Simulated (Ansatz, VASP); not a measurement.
# Ir: VASP beside Ansatz

INCAR

```
PREC = Accurate ; ENCUT = 520
EDIFF = 1E-6 ; ISMEAR = 0
SIGMA = 0.15 ; LREAL = F
LASPH = T ; NELM = 100
ALGO = Fast ; ISIF = 2
LWAVE = F ; LCHARG = T
LELF = T ; LVHAR = T
NBANDS = 10
```

KPOINTS

```
regular mesh
0
Gamma
  22 22 22
```

File POSCAR:

```
Ir
1.0
    0.0000000000      2.2813749792      1.4354411369
    2.2813749792      0.0000000000      1.4354411369
    2.2813749792      2.2813749792      0.0000000000
Ir
1
Direct
    0.0000000000      0.0000000000      0.0000000000
```

Input for Ansatz:

```yaml
crystal:
  lattice:
    - [0.0, 2.2813749792, 1.4354411369]
    - [2.2813749792, 0.0, 1.4354411369]
    - [2.2813749792, 2.2813749792, 0.0]
  atoms:
    - { symbol: Ir, position: [0.0, 0.0, 0.0] }
basis:
  ecutwfc: 420
kpoints:
  mp_grid: { grid: [22, 22, 22] }
hamiltonian:
  xc: lda
  pseudopotentials: { kind: paw, azcp: { folder: soft_1 } }
scf:
  occupations: { method: gaussian, width: 0.15 }
output:
  forces: true
  stress: true
  eigenvalues: true
```

Alike in both runs: task single point; functional LDA; k mesh 22 × 22 × 22; occupations gaussian, width 0.15 eV; no spin polarisation.

|  | VASP | Ansatz |
| --- | --- | --- |
| version | VASP 6.6.1 | Ansatz 0.2.0 |
| potentials or method | VASP PAW LDA potentials, release 64 (Ir) | scalar-relativistic, plane waves, PAW |
| plane-wave cutoff (eV) | 520 | 420 |
| valence electrons in the cell | 9 | 17 |

VASP gave:

```
gap on the k mesh at the Fermi level (eV)       : none
pressure (GPa)                                  : -13.7
largest component of the traceless stress (GPa) : 21.60
```

Problem. Estimate Ansatz's values.

Solution. gap on the k mesh at the Fermi level (eV): none; pressure (GPa): -16.2; largest component of the traceless stress (GPa): 22.07.

A gap of «none» marks a metal or a gap that the smearing closes. The two sets of potentials don't hold the same shells in valence. Ansatz warned: «pseudo_functional_mismatch».

Spin-orbit coupling is left out, which matters for the levels of Ir.
